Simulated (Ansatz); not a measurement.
input.yaml

```yaml
crystal:
  lattice:
    - [4.0223791392, 0.0, 0.0]
    - [-2.0111895696, 3.4834825182, 0.0]
    - [0.0, 0.0, 28.0]
  atoms:
    - { symbol: Ge, position: [0.3333333333, 0.6666666667, 0.5122141777] }
    - { symbol: Ge, position: [0.6666666667, 0.3333333333, 0.4877858223] }
  periodic: [true, true, false]
basis:
  ecutwfc: 500
kpoints:
  mp_grid: { grid: [12, 12, 1] }
  band_path:
    path:
      - [0, 0, 0]
      - [0.5, 0, 0]
      - [0.333333333333, 0.333333333333, 0]
      - [0, 0, 0]
    npoints: 8
hamiltonian:
  xc: r2scan
scf:
  occupations: { method: gaussian, width: 0.1 }
output:
  forces: true
  stress: true
  eigenvalues: true
  populations: true
```

It can be run as
```bash
ansatz run input.yaml --threads 1 --pin off --backend cpu --events-out ev --progress --plain --runs-dir out  # memory cap (--max-ram) not shown
```

The calculation used Ansatz, DFT r2SCAN, scalar-relativistic, plane waves, PAW.

Abridged output:

```
Pseudopotentials: kind: paw
Pseudopotential: Ge, paw, valence charge 14, recommended cutoff 500 eV (meta_gga)
Functional definition: r2SCAN
Crystal: 2 atoms, lattice volume = 392.333 Å³
Basis set: ecut = 500 eV, 10069 PW (Γ), exchange–correlation on 120×120×864 points (64 copies of the dense FFT grid, shifted against one another)
Bands: 18, of which v1, the nominal top of the filled ones, is band 14 counted from 1 (13 counted from 0)
Symmetry: 12 space group operations
Space group: P-3m1 (ITA 164), of the structure as read, at distance tolerance 7.3e-5 Å
k-points: 19 of 144
Initial density: superposition of atomic densities (neutral atoms: chi_scale 0, normalization atom), corrected by the library's trained network
Initial wavefunctions: pseudopotential atomic-orbital guess
Functional: x = r2scan, c = r2scan; τ floored in thin density (d = 2e-4 eV/Å³)
SCF iter   1: F=—  HF=-8604.652058 eV  |F-HF|=—  |Δ(HF+E_count)|=         —  Δρ=2.15e-3  dr2=6.25e-3  dr2_τ=3.24e-3  ethr=1.77e-3  ⟨swp⟩=7.8  Hψ=2019  notcnv=0
SCF iter   2: F=—  HF=-8604.669187 eV  |F-HF|=—  |Δ(HF+E_count)|=   1.71e-2  Δρ=1.78e-3  dr2=7.55e-3  dr2_τ=9.44e-5  ethr=2.23e-5  ⟨swp⟩=3.1  Hψ=986  notcnv=0
SCF iter   3: F=—  HF=-8604.657211 eV  |F-HF|=—  |Δ(HF+E_count)|=   1.20e-2  Δρ=1.19e-4  dr2=4.32e-5  dr2_τ=4.53e-7  ethr=2.23e-5  ⟨swp⟩=2.2  Hψ=677  notcnv=0
SCF iter   4: F=—  HF=-8604.657242 eV  |F-HF|=—  |Δ(HF+E_count)|=   3.18e-5  Δρ=2.58e-5  dr2=4.10e-6  dr2_τ=3.93e-8  ethr=1.54e-7  ⟨swp⟩=4.3  Hψ=896  notcnv=0
SCF iter   5: F=-8604.657242 eV  HF=-8604.657242 eV  |F-HF|=5.30e-8  |Δ(HF+E_count)|=   7.57e-7  Δρ=4.43e-6  dr2=9.75e-8  dr2_τ=1.29e-9  ethr=1.46e-8  ⟨swp⟩=2.2  Hψ=616  notcnv=0
SCF iter   6: F=-8604.657242 eV  HF=-8604.657242 eV  |F-HF|=1.20e-10  |Δ(HF+E_count)|=   5.21e-8  Δρ=1.19e-6  dr2=6.43e-9  dr2_τ=8.29e-11  ethr=3.48e-10  ⟨swp⟩=7.8  Hψ=2117  notcnv=0
SCF 1 converged in 6 iterations: F = -8604.657242 eV  dr2 = 6.43e-9
SCF converged after 6 iterations
Free energy (F): -8604.657242 eV
Harris-Foulkes:  -8604.657242 eV  (|F-HF|=1.20e-10)
Internal energy: -8604.655674 eV  (E = F + TS)
E sigma→0 (E₀):  -8604.656458 eV
Entropy (-TS):   -0.001567 eV (-0.784 meV/atom)
Fermi energy:    -4.629568 eV
--- Per-component energies (eV) ---
  E_band       = -670.398513
  E_kinetic    = 219.172169
  E_local      = -36869.215118  (includes V_loc(G=0)·N_el)
  E_nonlocal   = 837.245231
  E_hartree    = 17956.979000
  E_xc         = -136.332607
  E_vxc        = -133.741770  (∫ρ·V_xc dr)
  E_paw        = -4065.327232  (= ΣΔE_a)
  E_vpaw       = -645.905024  (= ΣTr[D̂ρ^β])
  E_aug_tail   = 0.000033  (compensation charges beyond the density's cutoff)
  E_vtau       = 8.086788  (kinetic-family band-sum trace: ∫τ·v_τ [+ j·A + Jᵃ·Aᵃ] dr)
  E_ewald      = 13454.994381
  E_core_change = -2.171532  (= ΣΔE_core)
  E_smearing   = -0.001567  (= −TS)
--- Forces (eV/Å), atoms counted from 1 ---
  atom   1  Ge     0.00000000     0.00000000    -0.25211346
  atom   2  Ge     0.00000000     0.00000000     0.25211346
--- 2D stress c σ (N/m, compression-positive) ---
       -0.795989       0.000000       0.000000
        0.000000      -0.795989       0.000000
        0.000000       0.000000       0.000000
  P = ½ c Tr σ = -0.7960 N/m
--- Band table (eV; the first three rows and the last of 19) ---
  k-point 0: bands = ["-29.7594", "-29.7594", "-29.7045", "-29.7045", "-29.7006", "-29.6262", "-29.5054", "-29.5054", "-29.4737", "-29.4737", "-16.4401", "-8.2996", "-5.1395", "-5.1395", "-3.7054", "-2.0274", "-0.4916", "-0.4916"]
  k-point 1: bands = ["-29.7635", "-29.7626", "-29.7127", "-29.7000", "-29.6895", "-29.6218", "-29.5152", "-29.5152", "-29.4669", "-29.4641", "-16.3593", "-8.3393", "-5.9849", "-5.3072", "-2.8802", "-2.0001", "-0.5595", "-0.1845"]
  k-point 2: bands = ["-29.7715", "-29.7691", "-29.7222", "-29.6902", "-29.6760", "-29.6095", "-29.5327", "-29.5316", "-29.4574", "-29.4482", "-16.1187", "-8.7058", "-6.8270", "-5.6935", "-2.3129", "-1.9521", "-0.1780", "0.3586"]
  k-point 18: bands = ["-29.8077", "-29.7633", "-29.7633", "-29.6597", "-29.5929", "-29.5929", "-29.5892", "-29.5248", "-29.5248", "-29.3753", "-13.2005", "-13.2005", "-8.5599", "-4.6296", "-4.6296", "0.1344", "2.1973", "2.1973"]
--- Löwdin populations: 2 sites ---
  site symbol q [e]
     0     Ge     13.9653
     1     Ge     13.9653
  spilling = 0.002478 (of n_electrons = 28.000000)
```

The calculation finished and met its thresholds.